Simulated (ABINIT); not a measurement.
# GaN (F-43m) in ABINIT: notebook, part 2 of 2

ABINIT 10.8.3 (patched build).

### 3 Relaxation of cell and atoms, PBE

run.abi

```
pp_dirpath "./"
pseudos "Ga.GGA_PBE-JTH.xml, N.GGA_PBE-JTH.xml"

acell 6.0224269985 6.0224269985 6.0224269985
rprim
     0.0000000000     0.7071067812     0.7071067812
     0.7071067812     0.0000000000     0.7071067812
     0.7071067812     0.7071067812     0.0000000000
ntypat 2
znucl 31 7
natom 2
typat 1 2
xcart
     0.0000000000     0.0000000000     0.0000000000
     2.1292494849     2.1292494849     2.1292494849
chkprim 0
chksymtnons 0
tolsym 1.0e-6

ecut 26.0
pawecutdg 48.0
pawxcdev 0

kptopt 1
ngkpt 10 10 10
nshiftk 1
shiftk 0.0 0.0 0.0

ixc 11

nband 13
occopt 3
tsmear 0.05 eV

nstep 100
tolvrs 1.0e-9

iomode 3
prtwf 0
prtden 0
prteig 0
prtebands 0
enunit 1

ionmov 22
ntime 60
tolmxf 5.0e-5
optcell 2
dilatmx 1.08
ecutsm 0.5
```

Potentials or basis: JTH PAW PBE v2.0.

The run is started by

```
> abinit run.abi > log 2>&1
```

run.abo:

```text
.Version 10.8.3 of ABINIT
 Symmetries : space group F-4 3 m (#216); Bravais cF (face-center cubic)
================================================================================
 Values of the parameters that define the memory need of the present run
     intxc =       0    ionmov =      22      iscf =      17    lmnmax =      18
     lnmax =       6     mgfft =      30  mpssoang =       3    mqgrid =    3001
     natom =       2  nloc_mem =       2    nspden =       1   nspinor =       1
    nsppol =       1      nsym =      24    n1xccc =       1    ntypat =       2
    occopt =       3   xclevel =       2
       mpw =        1251          nfft =       27000          nkpt =          47
 PAW method is used; the additional fine FFT grid is defined by:
   mgfftf=        45    nfftf =     91125
================================================================================
================================================================================

--------------------------------------------------------------------------------
------------- Echo of variables that govern the present computation ------------
--------------------------------------------------------------------------------
 -outvars: echo values of preprocessed input variables --------
            acell      6.0224269985E+00  6.0224269985E+00  6.0224269985E+00 Bohr
              amu      6.97230000E+01  1.40067400E+01
          chkprim           0
      chksymtnons           0
          dilatmx      1.08000000E+00
             ecut      2.60000000E+01 Hartree
           ecutsm      5.00000000E-01 Hartree
           enunit           1
           ionmov          22
              ixc          11
         kptrlatt       10    0    0      0   10    0      0    0   10
          kptrlen      6.02242700E+01
            natom           2
            nband          13
            ngfft          30      30      30
          ngfftdg          45      45      45
             nkpt          47
            nstep         100
             nsym          24
            ntime          60
           ntypat           2
           occopt           3
          optcell           2
        pawecutdg      4.80000000E+01 Hartree
         pawxcdev           0
           prtden           0
        prtebands           0
           prteig           0
            prtwf           0
[... 502 lines left out ...]
 length scales=  6.085079819697  6.085079819697  6.085079819697 bohr
              =  3.220085564925  3.220085564925  3.220085564925 angstroms
 Fermi (or HOMO) energy (eV) =   6.21392   Average Vxc (eV)= -10.60956
 Eigenvalues (   eV  ) for nkpt=  47  k points:
 kpt#   1, nband= 13, wtk=  0.00100, kpt=  0.0000  0.0000  0.0000 (reduced coord)
 -10.26967   -8.01749   -8.01749   -8.01749   -7.73194   -7.73194    5.41100    5.41100
   5.41100    6.92575   15.51348   15.51348   15.51348
 prteigrs : prtvol=0 or 1, do not print more k-points.

--- !EnergyTerms
iteration_state     : {dtset: 1, itime: 4, icycle: 1, }
comment             : Components of total free energy in Hartree
kinetic             :  1.08426202511386E+01
hartree             :  2.37099972805003E+01
xc                  : -4.31846677862604E+00
Ewald energy        : -5.77365111259681E+01
psp_core            :  3.01775690312913E+00
local_psp           : -6.57431157247938E+01
PAW spherical_terms :  1.08852680236025E+00
internal            : -8.91391923922596E+01
'-kT*entropy'       : -8.07011563285743E-11
total_energy        : -8.91391923923403E+01
total_energy_eV     : -2.42560099384278E+03
...

--- !EnergyTermsDC
iteration_state     : {dtset: 1, itime: 4, icycle: 1, }
comment             : '"Double-counting" decomposition of free energy'
band_energy         : -2.96681672518565E+00
Ewald energy        : -5.77365111259681E+01
psp_core            :  3.01775690312913E+00
xc_dc               : -2.27934032626637E+01
PAW spherical_terms : -8.66021733343163E+00
internal            : -8.91391915441200E+01
'-kT*entropy'       : -8.07011563285743E-11
total_energy_dc     : -8.91391915442007E+01
total_energy_dc_eV  : -2.42560097076373E+03
...

--- !EnergyTermsWithPAWCore
iteration_state     : {dtset: 1, itime: 4, icycle: 1, }
comment             : 'Components of total free energy, including PAW core contributions'
Total energy        : -1.99883655465429E+03
Total energy DC     : -1.99883655380615E+03
Total energy (eV)   : -5.43911135312839E+04
Total energy DC (eV): -5.43911135082048E+04
...

 Cartesian components of stress tensor (hartree/bohr^3)
  sigma(1 1)= -7.17705399E-08  sigma(3 2)=  0.00000000E+00
  sigma(2 2)= -7.17705399E-08  sigma(3 1)=  0.00000000E+00
  sigma(3 3)= -7.17705399E-08  sigma(2 1)=  0.00000000E+00

-Cartesian components of stress tensor (GPa)         [Pressure=  2.1116E-03 GPa]
- sigma(1 1)= -2.11156218E-03  sigma(3 2)=  0.00000000E+00
- sigma(2 2)= -2.11156218E-03  sigma(3 1)=  0.00000000E+00
- sigma(3 3)= -2.11156218E-03  sigma(2 1)=  0.00000000E+00

== END DATASET(S) ==============================================================
================================================================================

 -outvars: echo values of variables after computation  --------
            acell      6.0850798197E+00  6.0850798197E+00  6.0850798197E+00 Bohr
           etotal     -8.9139191544E+01
            fcart     -0.0000000000E+00 -0.0000000000E+00 -0.0000000000E+00
                      -0.0000000000E+00 -0.0000000000E+00 -0.0000000000E+00
            rprim      0.0000000000E+00  7.0710678119E-01  7.0710678119E-01
                       7.0710678119E-01  0.0000000000E+00  7.0710678119E-01
                       7.0710678119E-01  7.0710678119E-01  0.0000000000E+00
           strten     -7.1770539886E-08 -7.1770539883E-08 -7.1770539886E-08
                       0.0000000000E+00  0.0000000000E+00  0.0000000000E+00
           xangst      7.0717630894E-30  1.5292314628E-30  7.0717630894E-30
                       1.1384721695E+00  1.1384721695E+00  1.1384721695E+00
             xred      3.3580782732E-31  2.7700050678E-30  3.3580782732E-31
                       2.5000000000E-01  2.5000000000E-01  2.5000000000E-01
 Calculation completed.
```

Wall time 83 s (1 thread of Arm Neoverse V1, shared host); peak memory 0.13 GiB.

Results:

| Item | Value |
| --- | --- |
| Free energy | -2425.6010 eV |
| Relaxed volume | 11.80 Å³/atom |
| Relaxed cell | a = 3.220 Å, b = 3.220 Å, c = 3.220 Å, α = 60.00°, β = 60.00°, γ = 60.00° |
| Space group after relaxing (to 0.05 Å) | F-43m (No. 216) |
| Energy gained by relaxing | 6.1 meV/atom |
| Ionic steps | 4 |
| Pressure after relaxing | 0.0 GPa |
| Band gap on the k mesh | 1.51 eV, direct |
| Valence electrons inside the program's atomic spheres | Ga 11.13; N 2.57 |

Step by step:
```csv
step,energy change (eV),largest force (eV/Å),pressure (GPa),volume (Å³)
1,0.0000,0.0000,5.71,22.89
2,-0.0100,0.0000,2.42,23.29
3,-0.0122,0.0000,0.09,23.60
4,-0.0123,0.0000,0.00,23.61
```

Final structure:
```
CELL_PARAMETERS angstrom
0.00000 2.27694 2.27694
2.27694 0.00000 2.27694
2.27694 2.27694 0.00000
ATOMIC_POSITIONS crystal
Ga 0.00000 0.00000 0.00000
N 0.25000 0.25000 0.25000
```

Levels at points of the mesh, in eV from the valence-band top:
```
           k point  band 7  band 8  band 9  band 10  band 11  band 12
(0.00, 0.00, 0.00)    0.00    0.00    0.00     1.51    10.10    10.10
(0.50, 0.00, 0.00)   -6.84   -0.93   -0.93     4.42     8.56    10.19
(0.50, 0.50, 0.00)   -6.00   -2.60   -2.60     3.34     6.46    11.48
```

### 4 How close it comes

Step 2. Measured gap of GaN: 3.299 eV (direct; 0 K; a printed reference work, textbook). This calculation gives 1.65 eV (-1.65 eV). So large a miss can be the level of theory's own, or it may mean another phase, state or a wrong row. Spin-orbit coupling on Ga is left out. The value is that of WC, without temperature or zero-point motion. Semilocal functionals fall short of measured gaps as a rule. The cell is a database's relaxed one, not the measured one, which moves gaps too.
